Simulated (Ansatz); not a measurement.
**Is this P structure a true minimum?**

The cell was found from a structure generator's guess, not taken from experiment.

These are results of Ansatz 0.2.0, DFT PBE, scalar-relativistic, plane waves, PAW, not measurements. Settings: cutoff 420 eV, Γ-centred mesh 22×22×22 on the computed 1-atom cell, Gaussian smearing of 0.10 eV; no spin polarisation.

The cell below (1 atom, space group Pm-3m (No. 221)) is relaxed within its symmetry.

```
P
1.0
     2.44463    0.00000    0.00000
     0.00000    2.44463    0.00000
     0.00000    0.00000    2.44463
P
1
Direct
  0.50000 0.50000 0.50000
```

For the test a repeat of it with 8 atoms (edges 4.89, 4.89, 4.89 Å) was strained at random (σ = 1.5 % a component), the atoms were moved at random (σ = 0.15 Å), and all was relaxed again on a coarse 4×4×4 mesh (in the run’s order of axes) with 0.20 eV smearing, with no symmetry imposed.

Task: Is the structure stable against such a distortion?

Result: It doesn't return. The energy falls by 79 meV/atom on that mesh, the volume changes by 12.0 %, and the end has space group R-3m (No. 166) at a loose tolerance. Relaxed again on a 21×21×21 mesh with 0.10 eV smearing, the new structure lies 46 meV/atom below the first (mesh in the axes of the run's cell; the cell below is made exact in the group named). Space group R-3m (No. 166), trigonal, a = 3.481 Å, c = 9.203 Å. P is surrounded by 3 P at 2.32 Å and 3 P at 2.77 Å.

Space group R-3m:H (No. 166). a = 3.481 Å, b = 3.481 Å, c = 9.203 Å, α = 90.00°, β = 90.00°, γ = 120.00°
```json
{"atom": "P", "site": "6c", "symmetry": "3m", "x": "0.0000", "y": "0.0000", "z": "0.7706"}
```
